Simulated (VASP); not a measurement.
CdTe:

```
Te Cd
1.0
     0.00000    3.20500    3.20500
     3.20500    0.00000    3.20500
     3.20500    3.20500    0.00000
Te Cd
1 1
Direct
  0.75000 0.75000 0.75000
  0.00000 0.00000 0.00000
```

Base run:

```yaml
Program: VASP 6.6.1
Functional: PBEsol
Potentials_or_basis: VASP PAW PBE potentials, release 64 (Te, Cd)
Cutoff: 520 eV
k_mesh: 7 × 7 × 7
Occupations: fermi-dirac, width 0.05 eV
Spin: no spin polarisation
```

Its results: band gap on the k mesh 0.76 eV, direct.

Question: The run is repeated on the same cell with these changes: functional from PBEsol to r2SCAN; further incar settings from ALGO = Fast; EDIFF = 1e-07; NBANDS = 16 to ALGO = Normal; EDIFF = 1e-07; NBANDS = 16. What comes out?

Answer: Band gap on the k mesh 1.38 eV, direct.

Caveats: spin-orbit coupling is left out, which moves the levels of the heavy elements; an odd mesh through Γ misses points on the zone boundary, where band edges often lie (some runs).

Not every run made on this cell is shown here.
